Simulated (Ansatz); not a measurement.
Co:

```xyz
2
Lattice="2.4874 0.0000 0.0000 -1.2437 2.1541 0.0000 0.0000 0.0000 4.0633" Properties=species:S:1:pos:R:3 pbc="T T T"
Co    0.0000    1.4361    3.0074
Co    1.2437    0.7180    1.0559
```

A run of Ansatz 0.2.0 on this cell left the log below. Logs are shortened: lines on timing, memory, paths and dates and some standing lists are left out, and cuts for length are marked.

```text
Warning: output.stress: scf.convergence.dr2_threshold = 1e-7 eV (the SCF's general default) is looser than the 2e-10 eV advised for a printed stress (1e-10 eV for each atom of the cell: 2). What an SCF threshold leaves in a stress goes as its square root, and in the free energy as the threshold itself, and one threshold admits the most on a small cell: of the crystals measured, under no hybrid functional and no lock of the moments, on runs that ended without the residual-converged pass, on stresses that held no estimate of that error, the worst erred by over 100 MPa in a component at 1e-7 eV an atom and by under 5 at 1e-10. Set scf.convergence.dr2_threshold to 2e-10 eV or tighter. The threshold is an SCF's pass mark: one that does not reach it within its budget of iterations ends unconverged, or closes short of it on a stop that the run arms, and scf.convergence.dr2_threshold's page says what that costs each kind of run
Warning: output.stress: scf.exx.energy_threshold = 1e-6 eV is looser than the 2e-8 eV advised for a stress under a hybrid functional (1e-8 eV for each atom of the cell: 2). Every SCF of the exchange loop can meet its threshold on dr2 while the loop round them stops early: no threshold on dr2 bounds what that leaves in the stress. Set scf.exx.energy_threshold to 2e-8 eV or tighter. The threshold is the loop's pass mark: a loop that does not reach it within its budget of cycles ends unconverged, and scf.exx.energy_threshold's page has the law
GPUs: using 1 of 1 available (devices: 1).
Engine: ansatz 0.2.0, x86_64-unknown-linux-gnu
Pseudopotentials: kind: paw
Pseudopotential: Co, paw, valence charge 17, recommended cutoff 420 eV (normal), Co.paw.azcp
Functional definition: HF
  exchange = exact_x
  correlation = 0
device memory: the entry about to start is reckoned to put 0.8 GiB on a device that reports 34.6 GiB free (of which the cap on the GPU budget leaves the run 18.0 GiB)
GPU FFT provider: cuFFT
GPU libraries: cuBLAS 13.8.2, cuFFT 12.4.0, cuSOLVER 12.3.4
Crystal: 2 atoms, lattice volume = 21.771 Å³
Basis set: ecut = 420 eV, 391 PW (Γ)
Bands: 23, of which v1, the nominal top of the filled ones, is band 17 counted from 1 (16 counted from 0)
Symmetry: 12 space group operations
Space group: P-3m1 (ITA 164), of the structure as read, at distance tolerance 2.8e-5 Å
Magnetic group: BNS 164.85 (UNI 1315), of the structure as read, at distance tolerance 2.8e-5 Å
k-points: 24 of 144
Non-local potential: Co, projectors of the file, l = 0: 3, l = 1: 2, l = 2: 3, l = 3: 1
PAW form: soft (Blöchl's): semilocal exchange-correlation on the pseudo side does not see the compensation charge
PAW frozen core: Co, regenerated for the run's functional, and the local potential with it (the file was generated under x = pbe(κ = 0.804, μ = 0.2195149727645171), c = pbe(β = 0.06672455060314922))
PAW one-centre angular grid: Co, 590 points (default); XC on 64 Gauss nodes
Initial density: superposition of atomic densities (chi_scale 0.1, normalization cell)
Starting moments: Σ|m| = 4 μB on 2 of 2 sites
Initial wavefunctions: pseudopotential atomic-orbital guess
[... 747 lines left out ...]
Internal energy: -10178.689693 eV  (E = F + TS)
E sigma→0 (E₀):  -10178.690356 eV
Entropy (-TS):   -0.001326 eV (-0.663 meV/atom)
Fermi energy:    20.730836 eV
--- Per-component energies (eV) ---
  E_band       = -931.351757
  E_kinetic    = 909.427350
  E_local      = -5719.994392  (includes V_loc(G=0)·N_el)
  E_nonlocal   = 937.981972
  E_hartree    = 2419.129610
  E_xc         = 0.000000
  E_vxc        = 0.000000  (∫ρ·V_xc dr)
  E_exx        = -752.603331  (= α·E_x^exact, valence–valence)
  E_paw        = -2554.951499  (= ΣΔE_a)
  E_vpaw       = -391.819236  (= ΣTr[D̂ρ^β])
  E_aug_tail   = 0.000175  (compensation charges beyond the density's cutoff)
  E_ewald      = -5416.160346
  E_core_change = -1.519232  (= ΣΔE_core)
  E_smearing   = -0.001326  (= −TS)
  E_closure    = 0.000001  (closes the sum)
  Σ components = -10178.691019   (vs F -10178.691019, Δ=0.00e0)
--- Forces (eV/Å), atoms counted from 1 ---
  atom   1  Co     0.00000000     0.00000000     0.46626048
  atom   2  Co    -0.00000000    -0.00000000    -0.46626048
  max |Σ_I F_I| component: 9.25e-18 eV/Å
--- Stress (GPa, compression-positive) ---
       84.627142       0.000000       0.000000
        0.000000      84.627142      -0.000000
        0.000000      -0.000000      54.315952
  P = ⅓ Tr σ = 74.5234 GPa (745.234 kbar)
--- Band table (eV; the first three rows and the last of 48) ---
  k-point 0 ↑: bands = ["-104.0506", "-103.9811", "-61.7244", "-61.3415", "-61.2317", "-61.2317", "-61.1727", "-61.1727", "3.8957", "5.0720", "5.2406", "5.6506", "5.6506", "5.9146", "5.9146", "6.9379", "6.9379", "8.3022", "8.3022", "19.1762", "28.8743", "48.0210", "51.0582"]
  k-point 1 ↑: bands = ["-104.0419", "-103.9899", "-61.6733", "-61.3945", "-61.2245", "-61.2245", "-61.1813", "-61.1813", "4.0677", "5.0400", "5.4875", "5.4875", "6.0081", "6.0081", "6.1729", "7.0549", "7.0549", "8.2294", "8.2294", "14.5336", "33.4920", "46.9615", "48.4262"]
  k-point 2 ↑: bands = ["-104.0279", "-104.0047", "-61.5876", "-61.4878", "-61.2140", "-61.2140", "-61.1921", "-61.1921", "4.3661", "4.7412", "5.3965", "5.3965", "6.0151", "6.0151", "7.2125", "7.2125", "8.1528", "8.1528", "8.6832", "10.1755", "39.9324", "40.8082", "48.6726"]
  k-point 23 ↓: bands = ["-97.0175", "-97.0175", "-53.2673", "-53.2673", "-53.1884", "-53.0980", "-52.8597", "-52.8597", "8.7414", "9.1347", "9.1347", "10.1695", "15.5955", "16.4333", "16.4333", "29.9651", "30.4206", "30.4206", "32.4054", "34.4248", "34.4248", "37.7618", "37.7618"]
```

Problem. What input gives this log?

Solution. Single point with HF, collinear spin, ferromagnetic start. The files as run (others can give the same):

input
```
crystal:
  lattice:
    - [2.4873648738, 0.0, 0.0]
    - [-1.2436824369, 2.1541211692, 0.0]
    - [0.0, 0.0, 4.0632895034]
  atoms:
    - { symbol: Co, position: [0.3333333333, 0.6666666667, 0.740139], spin: 2.0 }
    - { symbol: Co, position: [0.6666666667, 0.3333333333, 0.259861], spin: 2.0 }
hamiltonian:
  xc: hf
  pseudopotentials: { kind: paw }
magnetization:
  spin_polarized: true
kpoints:
  mp_grid: { grid: [6, 6, 4] }
scf:
  occupations: { method: fermi_dirac, width: 0.05 }
output:
  forces: true
  stress: true
  eigenvalues: true
  write_density: true
  write_potential: true
  elf: true
  volumetric_format: npy
```

Caveat: the k mesh is coarse (spacing up to 0.49 Å⁻¹), so the values aren't converged, least of all with exact exchange; the magnetic or orbital state may not be the lowest; the cell as given lies far from equilibrium; so large a pressure means that the cell lies far from this level's equilibrium, or that cutoff or potentials fall short; the pressure holds a Pulay correction of +4.1 GPa for the finite cutoff; the PAW data sets come from PBE, with cores solved anew for the run's functional, which leaves a small shift of forces and pressure; the thresholds are loose for stress.
